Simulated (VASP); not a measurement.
## NaCl (strained rocksalt): one PBE single-point calculation in two programs

```yaml
crystal:
  lattice:
    - [0.00000, 2.85875, 2.85875]
    - [2.85875, 0.00000, 2.85875]
    - [2.85875, 2.85875, 0.00000]
  atoms:
    - { symbol: Na, position: [0.00000, 0.00000, 0.00000] }
    - { symbol: Cl, position: [0.50000, 0.50000, 0.50000] }
```

The two codes use different PAW datasets and cutoffs. VASP's cell holds 14 valence electrons and Ansatz's 16. Ansatz's stress includes a Pulay correction; VASP's doesn't.

Cutoffs: 520 eV in VASP, 420 eV in Ansatz. k meshes: 8×8×8 and 8×8×8.

```tsv
	VASP	Ansatz
gap between bands v and c	4.95 eV	4.95 eV
least direct gap	4.95 eV	4.95 eV
pressure	-0.3 GPa	-0.3 GPa
```

Band v is the last that the valence electrons fill when counted band by band, and c is the next. Levels in eV from the top of v, Ansatz:

| point | v−1 | v | c | c+1 |
| --- | --- | --- | --- | --- |
| Γ | 0.00 | 0.00 | 4.95 | 10.99 |
| X | -0.56 | -0.56 | 7.39 | 8.08 |
| K | -1.04 | -0.46 | 8.12 | 8.89 |
| L | -0.24 | -0.24 | 7.18 | 10.30 |
| W | -1.11 | -0.70 | 8.63 | 9.56 |

VASP:

```json
{"point": "Γ", "v−1": "0.00", "v": "0.00", "c": "4.95", "c+1": "11.08"}
{"point": "X", "v−1": "-0.56", "v": "-0.56", "c": "7.41", "c+1": "8.11"}
{"point": "K", "v−1": "-1.04", "v": "-0.46", "c": "8.15", "c+1": "8.92"}
{"point": "L", "v−1": "-0.24", "v": "-0.24", "c": "7.20", "c+1": "10.29"}
{"point": "W", "v−1": "-1.11", "v": "-0.70", "c": "8.65", "c+1": "9.59"}
```
